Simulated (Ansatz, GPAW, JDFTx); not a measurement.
**One calculation of NaF, 3 ways**

```xyz
2
Lattice="0.0000 2.3200 2.3200 2.3200 0.0000 2.3200 2.3200 2.3200 0.0000" Properties=species:S:1:pos:R:3 pbc="T T T"
Na    0.0000    0.0000    0.0000
F     2.3200    2.3200    2.3200
```

Alike in all runs: task single point; functional PBEsol; k mesh 10 × 10 × 10; occupations gaussian, width 0.05 eV; no spin polarisation; no spin-orbit coupling. Pressure is positive in compression and, in plane waves, holds the error of the finite cutoff.

```tsv
program and potentials	plane-wave cutoff (eV)	notes	band gap (eV)	pressure (GPa)
JDFTx, PseudoDojo-SR-PBEsol-0.4.1-standard with smoothed tails	1197	8 valence electrons an atom on average	?	?
GPAW, PAW data sets generated for this functional	800	7 valence electrons an atom on average	6.16	-1.13
Ansatz, all-electron LAPW, scalar-relativistic	-	-	6.15	-0.32
```

**Question.** Estimate from the other rows what the run with JDFTx, PseudoDojo-SR-PBEsol-0.4.1-standard with smoothed tails gave.

**Answer.** Band gap 6.18 eV; pressure -0.37 GPa. The other rows, which needn't bracket it: band gap 6.15 to 6.16; pressure -1.13 to -0.32.
